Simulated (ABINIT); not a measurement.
Set up this calculation in ABINIT 10.8.3 (patched build), as the native input.

| Property | Result |
| --- | --- |
| Task | single point |
| Functional | PBE |
| Potentials or basis | PseudoDojo NC SR PBE v0.4.1 standard |
| Cutoff | 1034 eV |
| k mesh | 5 × 5 × 5 |
| Occupations | fermi-dirac, width 0.05 eV |
| Spin | no spin polarisation |

The system is BaTiO3.

```
Ba Ti O
1.0
     3.99980    0.00000    0.00000
     0.00000    3.99980    0.00000
     0.00000    0.00000    4.01800
Ba Ti O
1 1 3
Cartesian
  0.0000 0.0000 0.0000
  1.9999 1.9999 1.9688
  0.0000 1.9999 2.0773
  1.9999 0.0000 2.0773
  1.9999 1.9999 0.0763
```

The input as run:

run.abi

```
# Pseudopotentials
pp_dirpath "./"
pseudos "Ba.upf, Ti.upf, O.upf"

# Structure
acell 3*1.0 Angstrom
rprim
     3.9998000000     0.0000000000     0.0000000000
     0.0000000000     3.9998000000     0.0000000000
     0.0000000000     0.0000000000     4.0180000000
ntypat 3
znucl 56 22 8
natom 5
typat 1 2 3 3 3
xred
     0.0000000000     0.0000000000     0.0000000000
     0.5000000000     0.5000000000     0.4900000000
     0.0000000000     0.5000000000     0.5170000000
     0.5000000000     0.0000000000     0.5170000000
     0.5000000000     0.5000000000     0.0190000000

# Plane-wave basis
ecut 1034.032677 eV

# k points
kptopt 1
ngkpt 5 5 5
nshiftk 1
shiftk 0.0 0.0 0.0

# Exchange and correlation
ixc 11

# Bands and occupations
nband 24
occopt 3
tsmear 0.00183747

# SCF cycle
nstep 100
tolvrs 1.0e-10

# Output
iomode 3
prtwf 0
prtden 0
prteig 0
prtebands 0
prtvol 2
```

Potentials or basis: PseudoDojo NC SR PBE v0.4.1 standard.

Run with:

```sh
$ abinit run.abi > log 2>&1
```

Results of the run:

| Item | Value |
| --- | --- |
| Largest force | 0.326 eV/Å |
| Band gap on the k mesh | 1.98 eV, indirect (least direct gap 2.10 eV) |
| Valence electrons inside the program's atomic spheres | Ba 5.28; Ti 9.40; O 6.21, 6.23 |

Caveat: this release of the barium file is off; spin-orbit coupling is left out, which moves the levels of the heavy elements; an odd mesh through Γ misses points on the zone boundary, where band edges often lie.

Wall time 2.2 min on 1 thread of Arm Neoverse V1 (shared host), peak memory 0.11 GiB.
